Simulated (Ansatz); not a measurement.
# Rhodium, omega (AlB2-type) under PBE: from relaxation to bulk modulus

What does PBE give for rhodium in the omega (AlB2-type) structure? We relax it, solve it on a dense k-mesh, then scale the cell to 7 volumes from 88 to 112 % of the relaxed one and try a fit of the equation of state. The start is ferromagnetic. The k-meshes are 9×9×12 for the relaxation; 11×11×16 for the dense run; 10×10×13 for the volumes.

Computed with Ansatz 0.2.0 (DFT PBE, plane waves (420 eV) with PAW, scalar-relativistic, unless a step says otherwise).

**1. The structure to begin with**

Symmetry: P6/mmm, No. 191, hexagonal system. Conventional cell: a = 4.267 Å, b = 4.267 Å, c = 2.616 Å, α = 90.00°, β = 90.00°, γ = 120.00°. Around Rh (site symmetry 6/mmm) lie 14 Rh at 2.62 to 2.79 Å. Rh (site symmetry -6m2) has 11 Rh at 2.46 to 2.79 Å as nearest neighbours.

As a file:

```
CELL_PARAMETERS angstrom
4.26738 0.00000 0.00000
-2.13369 3.69566 0.00000
0.00000 0.00000 2.61590
ATOMIC_POSITIONS crystal
Rh 0.00000 0.00000 0.00000
Rh 0.33333 0.66667 0.50000
Rh 0.66667 0.33333 0.50000
```

The atoms start with moments of +1 ×3 μB.

**2. Relaxation of the cell**

input.yaml

```yaml
crystal:
  lattice:
    - [4.2673781655, 0.0, 0.0]
    - [-2.1336890828, 3.6956578989, 0.0]
    - [0.0, 0.0, 2.6159028155]
  atoms:
    - { symbol: Rh, position: [0.0, 0.0, 0.0], spin: 1.0 }
    - { symbol: Rh, position: [0.3333333333, 0.6666666667, 0.5], spin: 1.0 }
    - { symbol: Rh, position: [0.6666666667, 0.3333333333, 0.5], spin: 1.0 }
hamiltonian:
  xc: pbe
  pseudopotentials:
    kind: paw
    azcp:
      Rh: "pseudopotentials/Rh.paw.azcp"
basis:
  ecutwfc: 420
  fft_grid_basis: typed
kpoints:
  mp_grid: { grid: [9, 9, 12], shift: [0, 0, 0] }
magnetization:
  spin_polarized: true
scf:
  occupations: { method: fermi_dirac, width: 0.05 }
relax:
  max_steps: 60
  f_tol: 0.01
  cell: {}
```

Command:

```console
$ ansatz run input.yaml --threads 2 --pin off --max-ram 6144MiB --backend cpu --events-out ev --progress --plain --runs-dir out
```

After this run come: The energy on a finer k-mesh; At 88 % of the relaxed volume; At 92 % of the relaxed volume; At 96 % of the relaxed volume; At 100 % of the relaxed volume; At 104 % of the relaxed volume; At 108 % of the relaxed volume; At 112 % of the relaxed volume.

Q: Predict the outcome of this session. Wanted: space group; conventional cell; volume; shortest distance; gap on the mesh; magnetic state; relative to fcc.

As calculated:

| quantity | value |
| --- | --- |
| space group (spins left aside) | P6/mmm (No. 191) |
| conventional cell | a = 4.336 Å, c = 2.661 Å (c/a = 0.614) |
| volume | 14.442 Å³/atom |
| shortest distance | 2.503 Å |
| gap on the mesh | none (levels filled in part) |
| magnetic state | non-magnetic |
| relative to fcc | +226 meV/atom |

In words: The relaxation enlarged the cell by 5.0 % in volume. It lies 226 meV/atom above the element's reference form at the same level (fcc, from a run of its own), so it is far from stable. The starting moments do not survive. Levels at the Fermi energy are filled in part, as in a metal. Relaxation kept the symmetry; phonons were not checked.
